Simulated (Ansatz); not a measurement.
## Response of Hg to small distortions

```xyz
3
Lattice="4.5400 0.0000 0.0000 -2.2700 3.9318 0.0000 0.0000 0.0000 3.8700" Properties=species:S:1:pos:R:3 pbc="T T T"
Hg    0.0000    2.6212    1.9350
Hg    0.0000    0.0000    0.0000
Hg    2.2700    1.3106    1.9350
```

Atom numbers follow the list: Hg1, Hg2, Hg3.

The geometry is COD entry 1538509, unchecked; take it as a test cell.

Spin–orbit coupling is left out, though it moves levels of the heavy atoms by tenths of an eV or more.

Computed with Ansatz 0.2.0, DFT, PBEsol, all-electron LAPW, scalar-relativistic.

Numerical set-up: a Γ-centred 8×8×9 k mesh, Fermi–Dirac smearing of 0.05 eV, basis error target 0.5 meV/atom, no spin polarisation.

The unchanged cell is at 7.78 GPa.

In a metal, stresses and small energies carry noise from the k mesh.

x, y and z are the Cartesian axes of the cell as listed; fractional coordinates follow a strain, and an engineering shear is twice the off-diagonal strain component.

Q: With this change (equal xy, yz and zx engineering shear strains of -2 %), what becomes of the energy and stress and forces?

A: Energy change under 1 meV/atom; stress change (xx, yy, zz, yz, xz, xy) 0.08, 0.05, 0.05, -0.16, -0.17, 0.63 GPa, compression positive; change of the force on Hg1 (0.304, 0.008, -0.001) eV/Å.

With equal xy, yz and zx engineering shear strains of -1 %: energy change under 1 meV/atom; stress change (xx, yy, zz, yz, xz, xy) 0.02, 0.00, 0.01, -0.11, -0.11, 0.31 GPa, compression positive; change of the force on Hg1 (0.154, 0.002, 0.000) eV/Å.

Q: With this change (equal xy, yz and zx engineering shear strains of +1 %), what becomes of the energy and stress and forces?

A: Energy change under 1 meV/atom; stress change (xx, yy, zz, yz, xz, xy) 0.02, 0.00, 0.02, 0.09, 0.09, -0.33 GPa, compression positive; change of the force on Hg1 (-0.156, 0.002, 0.001) eV/Å.

Q: With this change (equal xy, yz and zx engineering shear strains of +2 %), what becomes of the energy and stress and forces?

A: Energy change under 1 meV/atom; stress change (xx, yy, zz, yz, xz, xy) 0.11, 0.03, 0.09, 0.11, 0.12, -0.69 GPa, compression positive; change of the force on Hg1 (-0.314, 0.006, 0.001) eV/Å.
